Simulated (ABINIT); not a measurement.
Crystal: In.

```
In
1.0
    -1.62547    1.62547    2.47370
     1.62547   -1.62547    2.47370
     1.62547    1.62547   -2.47370
In
1
Direct
  0.00000 0.00000 0.00000
```

```yaml
Program: ABINIT 10.8.3 (patched build)
Task: relaxation of cell and atoms
Functional: PBE
Dispersion: D2
Potentials_or_basis: JTH PAW PBE v2.0
Cutoff: 599 eV
k_mesh: 11 × 11 × 11
Occupations: fermi-dirac, width 0.05 eV
Spin: no spin polarisation
```

At the start: pressure 3.9 GPa; volume 26.14 Å³/atom.

Where does the relaxation end?

Over 8 steps the energy falls by 24.8 meV/atom and the volume is 27.79 Å³/atom (+6.3 %); space group Fm-3m (No. 225, to 0.05 Å).

The path:
| step | energy change (eV) | largest force (eV/Å) | pressure (GPa) | volume (Å³) |
| --- | --- | --- | --- | --- |
| 1 | 0.0000 | 0.0000 | 3.95 | 26.14 |
| 2 | -0.0071 | 0.0000 | 3.13 | 26.46 |
| 3 | -0.0203 | 0.0000 | -0.12 | 27.81 |
| 4 | -0.0205 | 0.0000 | -0.09 | 27.79 |
| 5 | -0.0244 | 0.0000 | 0.49 | 27.59 |
| 6 | -0.0247 | 0.0000 | 0.17 | 27.72 |
| 7 | -0.0248 | 0.0000 | -0.01 | 27.79 |
| 8 | -0.0248 | 0.0000 | -0.01 | 27.79 |

Final structure:
```
In
1.0
    -1.69962    1.69962    2.40547
     1.69962   -1.69962    2.40547
     1.69962    1.69962   -2.40547
In
1
Direct
  0.00000 0.00000 0.00000
```

Caveat: pairwise dispersion overbinds metals, which lowers pressure and volume.
